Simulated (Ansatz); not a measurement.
# Al (Fm-3m) in Ansatz: notebook

Aim: see how the results for Al move with the level of theory and the settings. Levels: PBEsol, PBEsol+D3(BJ), PBEsol+D3(BJ)-ATM. Tasks: relaxation of cell and atoms.

Everything below comes from runs of Ansatz 0.2.0. Logs are shortened: lines on timing, memory, paths and dates and some standing lists are left out, and cuts for length are marked.

### Step 1. Starting point

It takes space group Fm-3m (No. 225, cubic). Conventional cell: a = 4.050 Å, b = 4.050 Å, c = 4.050 Å, α = 90.00°, β = 90.00°, γ = 90.00°. Al (site symmetry m-3m) has 12 Al at 2.86 Å as nearest neighbours.

### Step 2. Relaxation of cell and atoms, PBEsol

input.yaml reads:

```yaml
crystal:
  lattice:
    - [0.0, 2.024805, 2.024805]
    - [2.024805, 0.0, 2.024805]
    - [2.024805, 2.024805, 0.0]
  atoms:
    - { symbol: Al, position: [0.0, 0.0, 0.0] }
hamiltonian:
  xc: pbesol
  pseudopotentials: { kind: paw }
kpoints:
  mp_grid: { grid: [11, 11, 11] }
scf:
  occupations: { method: fermi_dirac, width: 0.05 }
output:
  forces: true
  stress: true
  eigenvalues: true
relax:
  f_tol: 0.01
  max_steps: 40
  cell: { stress_tol: 0.05 }
```

Potentials or basis: Ansatz PAW.

Launch:

```bash
> ansatz run input.yaml --threads 2 --pin off --max-ram 5632MiB --backend cpu --events-out ev --progress --plain --runs-dir out
```

Log:

```text
Warning: RAYON_NUM_THREADS=2 ignored (pool sized by the plan → 2); use --threads N
Engine: ansatz 0.2.0, x86_64-unknown-linux-gnu
Pseudopotentials: kind: paw
Pseudopotential: Al, paw, valence charge 3, recommended cutoff 420 eV (normal), Al.paw.azcp
Functional definition: PBEsol
  exchange = pbesol_x
  correlation = pbesol_c
Crystal: 1 atoms, lattice volume = 16.603 Å³
Basis set: ecut = 420 eV, 331 PW (Γ), exchange–correlation on 40×40×40 points (8 copies of the dense FFT grid, shifted against one another)
Bands: 6, of which v1, the nominal top of the filled ones, is band 2 counted from 1 (1 counted from 0)
Symmetry: 48 space group operations
Space group: Fm-3m (ITA 225), of the structure as read, at distance tolerance 2.6e-5 Å
k-points: 56 of 1331
Non-local potential: Al, projectors of the file, l = 0: 2, l = 1: 2, l = 2: 1
PAW form: soft (Blöchl's): semilocal exchange-correlation on the pseudo side does not see the compensation charge
PAW frozen core: Al, regenerated for the run's functional, and the local potential with it (the file was generated under x = pbe(κ = 0.804, μ = 0.2195149727645171), c = pbe(β = 0.06672455060314922))
PAW one-centre angular grid: Al, 110 points (default); XC on 64 Gauss nodes
Initial density: superposition of atomic densities (neutral atoms: chi_scale 0, normalization atom), corrected by the library's trained network
Initial wavefunctions: pseudopotential atomic-orbital guess
Functional: x = pbesol(κ = 0.804, μ = 0.12345679012345678), c = pbesol(β = 0.046)
SCF iter   1: F=—  HF=-524.555516 eV  |F-HF|=—  |Δ(HF+E_count)|=         —  Δρ=7.34e-4  dr2=4.44e-5  ethr=1.77e-3  ⟨swp⟩=4.8  Hψ=2935  notcnv=0
preconditioner: auto → none  [metal: Δε(μ)=0.033 eV  Ē_g=13.138 eV  σ=0.050 eV  W_gap=0.16  n_scr=0 (ndim 8)  ℏωp=15.8 eV  f_vac=0.000  D(μ)=0.54/eV (n_scr^D=0)]
SCF iter   2: F=—  HF=-524.555536 eV  |F-HF|=—  |Δ(HF+E_count)|=   2.03e-5  Δρ=3.74e-4  dr2=1.17e-5  ethr=1.48e-6  ⟨swp⟩=1.8  Hψ=837  notcnv=0
iter 3 did not close the SCF: its close was put off for the readings that it lacked (scf_convergence_deferred on its scf_iter line)
SCF iter   3: F=-524.555540 eV  HF=-524.555540 eV  |F-HF|=2.81e-8  |Δ(HF+E_count)|=   3.76e-6  Δρ=2.09e-5  dr2=8.05e-8  ethr=3.90e-7  ⟨swp⟩=1.0  Hψ=313  notcnv=0
iter 4 did not close the SCF: its close was put off for the readings that it lacked (scf_convergence_deferred on its scf_iter line)
SCF iter   4: F=-524.555540 eV  HF=-524.555540 eV  |F-HF|=3.81e-9  |Δ(HF+E_count)|=   2.18e-8  Δρ=8.15e-6  dr2=1.19e-8  ethr=2.68e-9  ⟨swp⟩=1.1  Hψ=322  notcnv=0
iter 5 did not close the SCF: its close was put off for the readings that it lacked (scf_convergence_deferred on its scf_iter line)
SCF iter   5: F=-524.555540 eV  HF=-524.555540 eV  |F-HF|=3.30e-12  |Δ(HF+E_count)|=   3.62e-9  Δρ=3.80e-7  dr2=1.83e-11  ethr=3.96e-10  ⟨swp⟩=1.0  Hψ=313  notcnv=0
SCF iter   6: F=-524.555540 eV  HF=-524.555540 eV  |F-HF|=1.71e-12  |Δ(HF+E_count)|=  6.37e-12  Δρ=1.67e-7  dr2=4.78e-12  ethr=1.00e-12  ⟨swp⟩=2.0  Hψ=1144  notcnv=0
SCF 1 converged in 6 iterations: F = -524.555540 eV  dr2 = 4.78e-12
relax step   1: F+E_penalty+E_count = -524.55553988 eV  Δ(F+E_penalty+E_count) = +0.000e0 eV  max|allowed force component| = 0.000e0 eV/Å  Δτ_max = 0.0000 Å  P = -1.925 GPa  Ω = 16.603 Å³  (6 SCF iters, dr2 threshold 1.00e-7 eV, accepted)
Crystal: 1 atoms, lattice volume = 16.133 Å³
Initial density: handed on by an earlier stage of this run
Initial wavefunctions: those handed on with the density
iter 1 solved again at ethr=2.40e-6 eV; its pass at ethr=3.10e-3 eV (dr2=7.21e-5 eV) is discarded
SCF iter   1: F=—  HF=-524.558168 eV  |F-HF|=—  |Δ(HF+E_count)|=         —  Δρ=7.03e-4  dr2=7.99e-5  ethr=2.40e-6  ⟨swp⟩=2.0  Hψ=3434  notcnv=0
preconditioner: auto → none  [metal: Δε(μ)=0.052 eV  Ē_g=13.389 eV  σ=0.050 eV  W_gap=0.25  n_scr=0 (ndim 8)  ℏωp=16.0 eV  f_vac=0.000  D(μ)=0.53/eV (n_scr^D=0)]
SCF iter   2: F=—  HF=-524.558099 eV  |F-HF|=—  |Δ(HF+E_count)|=   6.95e-5  Δρ=3.40e-4  dr2=1.85e-5  ethr=2.40e-6  ⟨swp⟩=1.0  Hψ=336  notcnv=0
SCF iter   3: F=-524.558073 eV  HF=-524.558073 eV  |F-HF|=1.30e-9  |Δ(HF+E_count)|=   2.61e-5  Δρ=5.36e-6  dr2=3.44e-9  ethr=3.33e-9  ⟨swp⟩=3.7  Hψ=1476  notcnv=0
SCF 2 converged in 3 iterations: F = -524.558073 eV  dr2 = 3.44e-9
relax step   2: F+E_penalty+E_count = -524.55807264 eV  Δ(F+E_penalty+E_count) = -2.533e-3 eV  max|allowed force component| = 0.000e0 eV/Å  Δτ_max = 0.0000 Å  P = +0.383 GPa  Ω = 16.133 Å³  energy of the carried Pulay correction = +1.855e-4 eV  (3 SCF iters, dr2 threshold 1.00e-7 eV, accepted)
Crystal: 1 atoms, lattice volume = 16.209 Å³
iter 1 solved again at ethr=7.15e-8 eV; its pass at ethr=3.10e-3 eV (dr2=2.15e-6 eV) is discarded
SCF iter   1: F=—  HF=-524.558117 eV  |F-HF|=—  |Δ(HF+E_count)|=         —  Δρ=1.20e-4  dr2=2.38e-6  ethr=7.15e-8  ⟨swp⟩=2.5  Hψ=3258  notcnv=0
preconditioner: auto → none  [metal: Δε(μ)=0.048 eV  Ē_g=13.348 eV  σ=0.050 eV  W_gap=0.24  n_scr=0 (ndim 8)  ℏωp=16.0 eV  f_vac=0.000  D(μ)=0.53/eV (n_scr^D=0)]
SCF iter   2: F=—  HF=-524.558130 eV  |F-HF|=—  |Δ(HF+E_count)|=   1.25e-5  Δρ=5.76e-5  dr2=5.42e-7  ethr=7.15e-8  ⟨swp⟩=1.0  Hψ=336  notcnv=0
SCF iter   3: F=-524.558129 eV  HF=-524.558129 eV  |F-HF|=4.58e-11  |Δ(HF+E_count)|=   7.39e-7  Δρ=7.93e-7  dr2=5.89e-11  ethr=3.33e-9  ⟨swp⟩=2.4  Hψ=1007  notcnv=0
SCF 3 converged in 3 iterations: F = -524.558129 eV  dr2 = 5.89e-11
relax step   3: F+E_penalty+E_count = -524.55812892 eV  Δ(F+E_penalty+E_count) = -5.628e-5 eV  max|allowed force component| = 0.000e0 eV/Å  Δτ_max = 0.0000 Å  P = -0.015 GPa  Ω = 16.209 Å³  energy of the carried Pulay correction = +1.551e-4 eV  (3 SCF iters, dr2 threshold 1.00e-7 eV, accepted)
Initial wavefunctions: pseudopotential atomic-orbital guess (no wavefunctions were taken with the density)
iter 1 solved again at ethr=4.01e-9 eV; its pass at ethr=3.10e-3 eV (dr2=1.20e-7 eV) is discarded
SCF iter   1: F=—  HF=-524.557977 eV  |F-HF|=—  |Δ(HF+E_count)|=         —  Δρ=1.75e-5  dr2=4.68e-9  ethr=4.01e-9  ⟨swp⟩=3.2  Hψ=3979  notcnv=0
SCF iter   2: F=—  HF=-524.557992 eV  |F-HF|=—  |Δ(HF+E_count)|=   1.49e-5  Δρ=8.78e-6  dr2=1.15e-9  ethr=1.56e-10  ⟨swp⟩=2.0  Hψ=418  notcnv=0
SCF iter   3: F=-524.557992 eV  HF=-524.557992 eV  |F-HF|=1.93e-12  |Δ(HF+E_count)|=   3.35e-9  Δρ=2.42e-7  dr2=6.51e-12  ethr=1.00e-12  ⟨swp⟩=3.4  Hψ=1290  notcnv=0
SCF 4 converged in 3 iterations: F = -524.557992 eV  dr2 = 6.51e-12
relax step   4: F+E_penalty+E_count = -524.55799168 eV  Δ(F+E_penalty+E_count) = +1.372e-4 eV  max|allowed force component| = 0.000e0 eV/Å  Δτ_max = 0.0000 Å  P = -0.030 GPa  Ω = 16.209 Å³  stress off target by 3.02e-2 GPa  SCF on the basis re-selected at this cell (its energy is not comparable with the rows above)  (3 SCF iters)
basis re-selected at this cell: Δ(F+E_penalty+E_count) = +1.372e-4 eV, ΔP = -0.015 GPa vs the last step (what re-selecting the basis moved, of the pressure what is left beyond the Pulay correction that the steps carried, after the strain that the cell walked since its last selection, with what the two solves' SCF thresholds leave and, on support functions, any second-order correction that the steps lacked; it is no measure of the basis error at this ecutwfc). This SCF's stress stands 3.02e-2 GPa from its target on what of the cell is left free (relax.cell.stress_tol is 5.00e-2 GPa) and its largest allowed force component is 0.00e0 eV/Å (relax.f_tol is 1.00e-2 eV/Å): within both
SCF converged after 3 iterations
Free energy (F): -524.557992 eV
Harris-Foulkes:  -524.557992 eV  (|F-HF|=1.93e-12)
Internal energy: -524.554046 eV  (E = F + TS)
E sigma→0 (E₀):  -524.556019 eV
Entropy (-TS):   -0.003946 eV (-3.946 meV/atom)
Fermi energy:    8.072952 eV
--- Per-component energies (eV) ---
  E_band       = 10.796288
  E_kinetic    = 23.078854
  E_local      = 10.032093  (includes V_loc(G=0)·N_el)
  E_nonlocal   = 10.412857
  E_hartree    = 0.105271
  E_xc         = -39.514817
  E_vxc        = -29.300257  (∫ρ·V_xc dr)
  E_paw        = -454.735503  (= ΣΔE_a)
  E_vpaw       = -3.637796  (= ΣTr[D̂ρ^β])
  E_aug_tail   = -0.000003  (compensation charges beyond the density's cutoff)
  E_ewald      = -73.951936
  E_core_change = 0.019139  (= ΣΔE_core)
  E_smearing   = -0.003946  (= −TS)
  E_closure    = 0.000000  (closes the sum)
  Σ components = -524.557992   (vs F -524.557992, Δ=0.00e0)
--- Forces (eV/Å), atoms counted from 1 ---
  atom   1  Al    -0.00000000    -0.00000000    -0.00000000
  max |Σ_I F_I| component: 1.34e-32 eV/Å
--- Stress (GPa, compression-positive) ---
       -0.030215       0.000000       0.000000
        0.000000      -0.030215       0.000000
        0.000000       0.000000      -0.030215
  P = ⅓ Tr σ = -0.0302 GPa (-0.302 kbar)
--- Band table (eV; the first three rows and the last of 56) ---
  k-point 0: bands = ["-3.1753", "20.6792", "20.6792", "20.6792", "22.3788", "22.3788"]
  k-point 1: bands = ["-2.9483", "17.8187", "20.0931", "20.0931", "23.0033", "23.3070"]
  k-point 2: bands = ["-2.2695", "14.1532", "19.3852", "19.3852", "22.7579", "24.0724"]
  k-point 55: bands = ["6.6512", "6.9103", "8.3514", "10.2988", "22.0905", "24.9830"]
--- Relaxed structure (3 steps of the walk, 3 accepted, 1 SCFs on fresh bases) ---
  F+E_penalty+E_count = -524.55799168 eV   max|allowed force component| = 0.000e0 eV/Å   (the final SCF, on the basis selected at the relaxed cell)
  cell:  # Å, volume = 16.2093 Å³
    - [3.311991821382132e-34, 2.008681331974161, 2.008681331974161]
    - [2.008681331974161, -3.694144723849303e-34, 2.008681331974161]
    - [2.008681331974161, 2.008681331974161, 2.3056558448852547e-33]
  atoms:
    - { symbol: Al, position: [0.0, 0.0, 0.0] }
```

It took 1 s on 2 threads of Intel Xeon Platinum 8488C (Sapphire Rapids), shared host; peak memory 0.32 GiB.

Results:

```
Free energy                            : -524.5580 eV
Relaxed volume                         : 16.21 Å³/atom
Relaxed cell                           : a = 2.841 Å, b = 2.841 Å, c = 2.841 Å, α = 60.00°, β = 60.00°, γ = 60.00°
Space group after relaxing (to 0.05 Å) : Fm-3m (No. 225)
Energy gained by relaxing              : 2.5 meV/atom
Ionic steps                            : 4
Pressure after relaxing                : 0.0 GPa
Band gap on the k mesh                 : none (metal or under the smearing width)
```

Step by step:
```tsv
step	energy change (eV)	largest force (eV/Å)	volume (Å³)
1	0.0000	0.0000	16.60
2	-0.0025	0.0000	16.13
3	-0.0026	0.0000	16.21
4	-0.0025	0.0000	16.21
```

Final structure:
```
CELL_PARAMETERS angstrom
0.00000 2.00868 2.00868
2.00868 0.00000 2.00868
2.00868 2.00868 0.00000
ATOMIC_POSITIONS crystal
Al 0.00000 0.00000 0.00000
```

Caveat: the plane-wave basis is chosen anew once the cell has moved, so the energies of steps on either side of that aren't comparable; the PAW data sets come from PBE, with cores solved anew for the run's functional, which leaves a small shift of forces and pressure.

[end of part 1 of 2]
